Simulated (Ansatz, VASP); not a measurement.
ZnAu in VASP and in Ansatz

Contents of INCAR:

```
PREC = Accurate
ENCUT = 520
EDIFF = 1E-6
ISMEAR = 0
SIGMA = 0.1
LREAL = False
LASPH = True
NELM = 100
ALGO = Normal
ISIF = 2
LWAVE = False
LCHARG = True
GGA = PE
LELF = True
LVHAR = True
NBANDS = 18
```

KPOINTS

```
Automatic mesh
0
Gamma
  14 14 14
```

The input POSCAR:

```
ZnAu
1.0
    3.0988194300      0.0000000000      0.0000000000
    0.0000000000      3.0988194300      0.0000000000
    0.0000000000      0.0000000000      3.0988194300
Zn Au
1 1
Direct
    0.5000000000      0.5000000000      0.5000000000
    0.0000000000      0.0000000000      0.0000000000
```

Input for Ansatz:

```yaml
crystal:
  lattice:
    - [3.09881943, 0.0, 0.0]
    - [0.0, 3.09881943, 0.0]
    - [0.0, 0.0, 3.09881943]
  atoms:
    - { symbol: Zn, position: [0.5, 0.5, 0.5] }
    - { symbol: Au, position: [0.0, 0.0, 0.0] }
basis:
  ecutwfc: 420
kpoints:
  mp_grid: { grid: [14, 14, 14] }
hamiltonian:
  xc: pbe
scf:
  occupations: { method: gaussian, width: 0.1 }
output:
  forces: true
  stress: true
  eigenvalues: true
```

Alike in both runs: task single point; functional PBE; k mesh 14 × 14 × 14; occupations gaussian, width 0.1 eV; no spin polarisation.

|  | VASP | Ansatz |
| --- | --- | --- |
| version | VASP 6.6.1 | Ansatz 0.2.0 |
| potentials or method | VASP PAW PBE potentials, release 64 (Zn, Au) | scalar-relativistic, plane waves, PAW |
| plane-wave cutoff (eV) | 520 | 420 |
| valence electrons in the cell | 23 | 31 |

Ansatz gave:

```
gap on the k mesh at the Fermi level (eV) : none
pressure (GPa)                            : 12.3
```

Estimate VASP's values.

gap on the k mesh at the Fermi level (eV): none; pressure (GPa): 12.4.

A gap of «none» marks a metal or a gap that the smearing closes. The two sets of potentials don't hold the same shells in valence.

Spin-orbit coupling is left out, which matters for the levels of Au.
